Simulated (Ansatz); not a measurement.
## C: equation of state with LDA

The system is C.

```
C
1.0
     2.12732   -1.22828    0.00000
     2.12732    1.22828    0.00000
    -1.37907    0.00000    3.50283
C
2
Direct
  0.16664 0.16664 0.99991
  0.83336 0.83336 0.00009
```

This is a stacking variant of graphite.

```json
{"Program": "Ansatz 0.2.0", "Task": "equation of state", "Functional": "LDA", "Potentials or basis": "Ansatz PAW", "Cutoff": "420 eV", "Density cutoff": "1680 eV", "k mesh": "13 × 13 × 8", "Occupations": "fermi-dirac, width 0.05 eV", "Spin": "no spin polarisation"}
```

```json
{"Equilibrium volume": "9.02 Å³/atom", "Bulk modulus at fixed shape and positions": "279 GPa", "Pressure derivative of the bulk modulus": "3.5"}
```

Energy against volume, from the lowest point:
```csv
volume (Å³/atom),energy (meV/atom)
8.604,17.37
8.787,5.04
8.970,0.00
9.153,1.55
9.336,9.18
9.519,22.31
9.702,40.46
```

All runs of the series together: 17 s on 2 threads of AMD EPYC 7R43 64-Core Processor (Zen 3), on a shared host.

Caveat: the cell was scaled at fixed shape and fractional positions, which overstates the stiffness of a crystal with free parameters, most of all of layers and chains.
